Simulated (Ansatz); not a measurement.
Input and command of a plane-wave DFT calculation in Ansatz:

```yaml
crystal:
  lattice:
    - [5.7517025424, 0.0, 0.0]
    - [-2.8758512712, 4.9811205167, 0.0]
    - [0.0, 0.0, 24.1174068255]
  atoms:
    - { symbol: F, position: [0.1666666667, 0.3333333333, 0.3317106212] }
    - { symbol: F, position: [0.1666666667, 0.8333333333, 0.3317106212] }
    - { symbol: F, position: [0.6666666667, 0.3333333333, 0.3317106212] }
    - { symbol: F, position: [0.6666666667, 0.8333333333, 0.3317106212] }
    - { symbol: Li, position: [0.3333333333, 0.1666666667, 0.3803916993] }
    - { symbol: Li, position: [0.3333333333, 0.6666666667, 0.3803916993] }
    - { symbol: Li, position: [0.8333333333, 0.1666666667, 0.3803916993] }
    - { symbol: Li, position: [0.8333333333, 0.6666666667, 0.3803916993] }
    - { symbol: F, position: [0.5, 0.5, 0.4290727774] }
    - { symbol: F, position: [0.5, 0.0, 0.4290727774] }
    - { symbol: F, position: [0.0, 0.5, 0.4290727774] }
    - { symbol: F, position: [0.0, 0.0, 0.4290727774] }
    - { symbol: Li, position: [0.666649005, 0.3333273836, 0.4644949647] }
    - { symbol: Li, position: [0.6666782302, 0.8333434507, 0.4644754094] }
    - { symbol: Li, position: [0.1666854487, 0.333327496, 0.4644903557] }
    - { symbol: Li, position: [0.1666908351, 0.8333696327, 0.4645005498] }
    - { symbol: F, position: [0.8332905536, 0.6666154074, 0.5307921947] }
    - { symbol: F, position: [0.8332073416, 0.1665965399, 0.5308401702] }
    - { symbol: F, position: [0.3333284179, 0.6667099266, 0.5307345523] }
    - { symbol: F, position: [0.3333407319, 0.1665913525, 0.5306959002] }
    - { symbol: Li, position: [1.17156e-05, 0.499952817, 0.5649878814] }
    - { symbol: Li, position: [3.31284e-05, 3.257e-05, 0.5649547948] }
    - { symbol: Li, position: [0.4998727653, 0.4999050676, 0.5649280079] }
    - { symbol: Li, position: [0.4999222291, -3.91358e-05, 0.5649699188] }
    - { symbol: H, position: [-0.0078852283, 0.277085974, 0.7507017529] }
    - { symbol: H, position: [-0.0929510758, 0.2871571846, 0.773201141] }
basis:
  ecutwfc: 420
kpoints:
  mp_grid: { grid: [3, 3, 1] }
hamiltonian:
  xc: pbe
scf:
  occupations: { method: gaussian, width: 0.05 }
output:
  forces: true
  eigenvalues: true
  write_density: true
  volumetric_format: npy
efield:
  axis: 3
  dipole_correction: true
  ramp_width: 0.04
```

```bash
ansatz run input.yaml --threads 2 --pin off --max-ram 5120MiB --backend cpu --events-out ev --progress --plain --runs-dir out
```

Processor: Intel(R) Xeon(R) Platinum 8375C CPU @ 2.90GHz (Ice Lake), 2 threads, on a host shared with other jobs.

Estimate time, memory and problem size.

About 16 s on 2 threads of Intel(R) Xeon(R) Platinum 8375C CPU @ 2.90GHz (Ice Lake), with other jobs on the host, peak memory 1 GiB. It solves 87 bands at 5 k points (the mesh reduced by the symmetry that the task leaves, which can be less than the crystal's) with about 13581 plane waves, in 18 SCF iterations.
